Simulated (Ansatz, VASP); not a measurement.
## One calculation of AlN, two programs

```
Al N
1.0
     3.13025    0.00000    0.00000
    -1.56512    2.71087    0.00000
     0.00000    0.00000    5.01796
Al N
2 2
Direct
  0.33333 0.66667 0.99923
  0.66667 0.33333 0.49923
  0.33333 0.66667 0.38077
  0.66667 0.33333 0.88077
```

Alike in both runs: task relaxation of cell and atoms; functional LDA; k mesh 9 × 9 × 6; occupations gaussian, width 0.02 eV; no spin polarisation.

```csv
,VASP,Ansatz
version,VASP 6.6.1,Ansatz 0.2.0
potentials or method,"VASP PAW LDA potentials, release 64 (Al, N)","scalar-relativistic, plane waves, PAW"
plane-wave cutoff (eV),600,420
valence electrons in the cell,16,16
```

|  | VASP | Ansatz | Ansatz less VASP |
| --- | --- | --- | --- |
| gap on the k mesh at the Fermi level, each at its own relaxed structure (eV) | 4.40 | 4.42 | +0.014 |
| relaxed volume (Å³/atom) | 10.24 | 10.21 | -0.026 |
| relaxed cell length with the largest relative difference (Å) | 4.948 | 4.943 | -0.0047 |
| energy change over the relaxation (meV/atom) | -10 | -11 | -1.2 |

Caveats: an odd mesh through Γ misses points on the zone boundary, where band edges often lie. Zero-point motion and thermal expansion aren't in these numbers. LDA usually gives volumes a few per cent too small.
